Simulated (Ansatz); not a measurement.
# From three elastic constants to directional properties of CaO

All numbers below come from DFT PBE, scalar-relativistic, plane waves, PAW in Ansatz 0.2.0. Plane waves to 420 eV; Γ-centred k mesh 8×8×8; fixed occupations. No spin polarisation.

Equilibrium structure at this level:
```cif
data_structure
_symmetry_space_group_name_H-M 'Fm-3m'
_symmetry_Int_Tables_number 225
_cell_length_a 4.8309
_cell_length_b 4.8309
_cell_length_c 4.8309
_cell_angle_alpha 90.000
_cell_angle_beta 90.000
_cell_angle_gamma 90.000
_cell_volume 112.74
loop_
_atom_site_label
_atom_site_type_symbol
_atom_site_symmetry_multiplicity
_atom_site_Wyckoff_symbol
_atom_site_fract_x
_atom_site_fract_y
_atom_site_fract_z
_atom_site_occupancy
Ca1 Ca 4 a 0.00000 0.00000 0.00000 1
O1 O 4 b 0.50000 0.00000 0.00000 1
```

With ions relaxed, on the cubic axes: C11 = 201.1, C12 = 57.5, C44 = 75.8 GPa. The density is 3.304 g/cm³. Zone-centre modes weren't checked beside this run.

Task: Is the crystal stable against strain, and how anisotropic is it?

Result: Born's conditions hold: C11 + 2C12 = 316.1, C11 − C12 = 143.6 and C44 = 75.8 GPa are all positive. B = (C11 + 2C12)/3 = 105.4 GPa. The two shear moduli are C44 and C′ = (C11 − C12)/2 = 71.8 GPa, so Zener's ratio is A = C44/C′ = 1.06: nearly isotropic. The Cauchy pressure C12 − C44 is -18.3 GPa; it would vanish for pair forces between atoms on inversion centres at zero pressure, and a negative value is usual with directional bonding, though many-body forces give one in some ionic oxides too.

Task: Give the sound speeds along the three symmetry directions.

Result: The Christoffel equation gives ρv² for each branch:
```
direction branch                    ρv²    GPa v (m/s)
    [100]              L                    C11  201.1     7802
    [100]         T (×2) C44   75.8     4788
    [110]              L   (C11 + C12 + 2C44)/2  205.0     7878
    [110]   T, u ∥ [001]                    C44   75.8     4788
    [110]  T, u ∥ [1-10]          (C11 − C12)/2   71.8     4662
    [111]              L  (C11 + 2C12 + 4C44)/3  206.4     7903
    [111]         T (×2) (C11 − C12 + C44)/3   73.1     4704
```

Task: How does Young's modulus depend on direction?

Result: Inverting gives S11 = 5.698, S12 = -1.267, S44 = 13.201 TPa⁻¹. Along a unit vector (l, m, n), 1/E = S11 − 2(S11 − S12 − S44/2)(l²m² + m²n² + n²l²), where the last bracket is 0, 1/4 and 1/3 for [100], [110] and [111]: E = 176, 181 and 183 GPa. With A > 1 the body diagonal is stiffest. For a film on (001), the biaxial modulus is C11 + C12 − 2C12²/C11 = 226 GPa and the normal strain is −2C12/C11 = -0.57 times the in-plane one.

Cost: 1 run of about 0.1 core-minutes, on Arm Neoverse V2 (shared hosts).